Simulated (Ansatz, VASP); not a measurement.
## TiAl: VASP beside Ansatz

```xyz
2
Lattice="3.1791 0.0000 0.0000 0.0000 3.1791 0.0000 0.0000 0.0000 3.1791" Properties=species:S:1:pos:R:3 pbc="T T T"
Ti    0.0000    0.0000    0.0000
Al    1.5895    1.5895    1.5895
```

The cell comes from a database or a generator and needn't be the stable form of this composition.

Alike in both runs: task single point; functional LDA; k mesh 16 × 16 × 16; occupations gaussian, width 0.15 eV; no spin polarisation.

|  | VASP | Ansatz |
| --- | --- | --- |
| version | VASP 6.6.1 | Ansatz 0.2.0 |
| potentials or method | VASP PAW LDA potentials, release 64 (Ti_sv, Al) | scalar-relativistic, plane waves, PAW |
| plane-wave cutoff (eV) | 520 | 420 |
| valence electrons in the cell | 15 | 15 |

VASP gave:

- gap on the k mesh at the Fermi level (eV): none
- pressure (GPa): -5.7

Task: What did Ansatz give for the same quantities?

Result: gap on the k mesh at the Fermi level (eV): none; pressure (GPa): -5.8.

A gap of «none» marks a metal or a gap that the smearing closes.
